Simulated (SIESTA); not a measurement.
The system is ZrC.

```
Zr C
1.0
     0.00000    2.36500    2.36500
     2.36500    0.00000    2.36500
     2.36500    2.36500    0.00000
Zr C
1 1
Cartesian
  2.3650 2.3650 2.3650
  0.0000 0.0000 0.0000
```

Program: SIESTA 5.4.2. Alike in all runs: task band structure; no spin polarisation; cell as given; k mesh 10 × 10 × 10; smearing fermi-dirac 0.05 eV; grid cutoff 800 Ry; energy shift 0.003 Ry.

Problem. Order these runs on this cell by their pressure, lowest first.
A. level LDA; potentials or basis PseudoDojo 0.4 standard (LDA files), DZP (energy shift 0.003 Ry; two zetas on semicore shells)
B. level BLYP; potentials or basis PseudoDojo 0.4 standard (PBE files), DZP (energy shift 0.003 Ry; two zetas on semicore shells)
C. level PBEsol; potentials or basis PseudoDojo 0.4 standard (PBEsol files), DZP (energy shift 0.003 Ry; two zetas on semicore shells)
D. level PW91; potentials or basis PseudoDojo 0.4 standard (PBE files), DZP (energy shift 0.003 Ry; two zetas on semicore shells)
E. level revPBE; potentials or basis PseudoDojo 0.4 standard (PBE files), DZP (energy shift 0.003 Ry; two zetas on semicore shells)

Solution. A (-10.3 GPa), C (-6.4 GPa), D (-0.9 GPa), E (0.9 GPa), B (6.7 GPa).

Caveats: the basis of atomic orbitals isn't converged, which shifts pressures, moduli and gaps; the potentials were made for another functional, which shifts forces and pressure (some runs).

Runs at the PBE level aren't shown here.
